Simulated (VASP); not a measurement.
Here is a VASP 6.6.1 calculation.

POSCAR

```
C                                       
1.0
    2.4657358144      0.0000000000      0.0000000000
   -1.2328679072      2.1353898545      0.0000000000
    0.0000000000      0.0000000000     21.9015365000
  C             
     4
Direct
     0.0000000000000000    0.0000000000000000    0.4224813303990332
     0.6666666699999979    0.3333333400000029    0.4224562687634194
     0.0000000000000000    0.0000000000000000    0.5775186696009666
     0.3333333300000021    0.6666666599999971    0.5775437312365804
```

Contents of INCAR.step1:

```
SYSTEM = C
ALGO = Normal
DIPOL = 0.5 0.5 0.500
EDIFF = 1E-5
ENCUT = 520
GGA = PE
IDIPOL = 3
ISIF = 2
ISMEAR = 0
KPAR = 4
LASPH = .TRUE.
LCHARG = .FALSE.
LDIPOL = .TRUE.
LREAL = .FALSE.
LVACPOTAV = .TRUE.
LVHAR = .TRUE.
LWAVE = .TRUE.
NBANDS = 16
NELM = 80
PREC = Accurate
SIGMA = 0.03
```

Contents of INCAR.step2:

```
SYSTEM = C
AEXX = 0.25
ALGO = Normal
DIPOL = 0.5 0.5 0.500
EDIFF = 1E-6
ENCUT = 520
GGA = PE
HFRCUT = -1
IDIPOL = 3
ISIF = 2
ISMEAR = 0
ISTART = 1
KPAR = 4
LASPH = .TRUE.
LCHARG = .FALSE.
LDIPOL = .TRUE.
LHFCALC = .TRUE.
LREAL = .FALSE.
LVACPOTAV = .TRUE.
LVHAR = .TRUE.
LWAVE = .FALSE.
NBANDS = 16
NELM = 80
PREC = Accurate
PRECFOCK = Fast
SIGMA = 0.03
```

File KPOINTS:

```
k-points
0
G
  9 9 1
  0 0 0
```

File KPOINTS_OPT:

```
explicit points
3
Reciprocal
 0.0000000000  0.0000000000  0.0000000000 1
 0.5000000000  0.0000000000  0.0000000000 1
 0.3333333300  0.3333333300  0.0000000000 1
```

Potentials or basis: VASP PAW PBE potentials, release 64 (C).

The run is started by

```console
$ cat potpaw_PBE.64/C/POTCAR > POTCAR
$ cp INCAR.step1 INCAR
$ mpirun -np 4 vasp_std > vasp.out
$ cp INCAR.step2 INCAR
$ mpirun -np 4 vasp_std > vasp.out
```

(1) Predict the band gap along the path.

(2) Estimate the band gap on the k mesh.

## Answers

(1) 0.52 eV, direct.

(2) 0.52 eV, direct.
